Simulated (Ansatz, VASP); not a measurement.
# K: VASP beside Ansatz

Contents of INCAR:

```
  ALGO = Normal
  EDIFF = 1E-6
  ENCUT = 520
  ISIF = 2
  ISMEAR = 0
  LASPH = T
  LCHARG = T
  LELF = T
  LREAL = F
  LVHAR = T
  LWAVE = F
  NBANDS = 10
  NELM = 100
  PREC = Accurate
  SIGMA = 0.15
```

File KPOINTS:

```
k-points
0
Gamma
  14 14 14
```

Contents of POSCAR:

```
K
1.0
   -2.6180000000      2.7227200000      2.6180000000
    2.6180000000     -2.7227200000      2.6180000000
    2.6180000000      2.7227200000     -2.6180000000
K
1
Direct
    0.0000000000      0.0000000000      0.0000000000
```

Input for Ansatz:

```yaml
crystal:
  lattice:
    - [-2.618, 2.72272, 2.618]
    - [2.618, -2.72272, 2.618]
    - [2.618, 2.72272, -2.618]
  atoms:
    - { symbol: K, position: [0.0, 0.0, 0.0] }
basis:
  ecutwfc: 420
kpoints:
  mp_grid: { grid: [14, 14, 14] }
hamiltonian:
  xc: lda
scf:
  occupations: { method: gaussian, width: 0.15 }
output:
  forces: true
  stress: true
  eigenvalues: true
```

Change from the starting cell: strain +0.0400 x Voigt [0, 1, 0, 0, 0, 0], atoms carried along.

Alike in both runs: task single point; functional LDA; k mesh 14 × 14 × 14; occupations gaussian, width 0.15 eV; no spin polarisation.

```csv
,VASP,Ansatz
version,VASP 6.6.1,Ansatz 0.2.0
potentials or method,"VASP PAW LDA potentials, release 64 (K_sv)","scalar-relativistic, plane waves, PAW"
plane-wave cutoff (eV),520,420
valence electrons in the cell,9,9
```

```tsv
	VASP	Ansatz	Ansatz less VASP
gap on the k mesh at the Fermi level (eV)	none	none	-
pressure (GPa)	-0.5	-0.5	+0.01
```

A gap of «none» marks a metal or a gap that the smearing closes.
